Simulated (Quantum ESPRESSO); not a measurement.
Crystal: Ru.

```
Ru
1.0
     2.70580    0.00000    0.00000
    -1.35290    2.34329    0.00000
     0.00000    0.00000    4.28190
Ru
2
Direct
  0.66667 0.33333 0.75000
  0.33333 0.66667 0.25000
```

```yaml
Program: Quantum ESPRESSO 7.5
Task: Wannier functions
Functional: LDA
Potentials_or_basis: PseudoDojo 0.4.1 SR LDA standard
Cutoff: 1197 eV
Density_cutoff: 4789 eV
k_mesh: 9 × 9 × 5
Occupations: fermi-dirac, width 0.05 eV
Spin: no spin polarisation
Form_of_the_LDA_correlation: PW92
Mixing_beta: 0.5
Most_SCF_iterations: 120
SCF_threshold: 4e-10 Ry
k_mesh_for_the_Wannier_functions: 7 × 7 × 4
Projections: Ru spd
```

Start: atomic projections with disentanglement, frozen window up to 1.0 eV over the reference level; the lowest 8 bands are left out. The reference level is the Fermi level, or the middle of the gap.

Task: With atomic projections with disentanglement, how many functions result, how localised are they, and how well do they interpolate the bands?

Result: 18 functions with spreads from 0.72 to 1.08 Å², 15.9 Å² in all; they miss the direct bands by 10 meV (root mean square).

Wannier functions:
| function | nearest atom | distance (Å) | spread (Å²) | on-site energy from the reference level (eV) |
| --- | --- | --- | --- | --- |
| 1 | 1 Ru | 1.41 | 1.08 | 10.48 |
| 2 | 1 Ru | 1.28 | 1.08 | 9.98 |
| 3 | 1 Ru | 1.38 | 1.08 | 10.70 |
| 4 | 1 Ru | 1.41 | 1.03 | 10.53 |
| 5 | 1 Ru | 0.08 | 0.77 | 0.64 |
| 6 | 1 Ru | 0.08 | 0.75 | 0.86 |
| 7 | 1 Ru | 0.09 | 0.74 | 1.35 |
| 8 | 1 Ru | 0.05 | 0.74 | 1.34 |
| 9 | 1 Ru | 0.08 | 0.75 | 1.32 |
| 10 | 2 Ru | 1.37 | 1.01 | 10.60 |
| 11 | 2 Ru | 1.31 | 1.04 | 10.36 |
| 12 | 2 Ru | 1.35 | 1.04 | 10.17 |
| 13 | 2 Ru | 1.40 | 1.02 | 10.14 |
| 14 | 2 Ru | 0.07 | 0.75 | 0.94 |
| 15 | 2 Ru | 0.11 | 0.81 | 0.04 |
| 16 | 2 Ru | 0.04 | 0.72 | 1.70 |
| 17 | 2 Ru | 0.08 | 0.74 | 1.42 |
| 18 | 2 Ru | 0.06 | 0.74 | 1.46 |

Parts of the spread (Å²): invariant 14.75, diagonal 0.029, off-diagonal 1.09, total 15.87. Against the direct bands the interpolation misses by 10 meV (root mean square) and 160 meV at most, for states up to 1 eV over the reference level.

Caveat: the Wannier minimisation didn't converge.
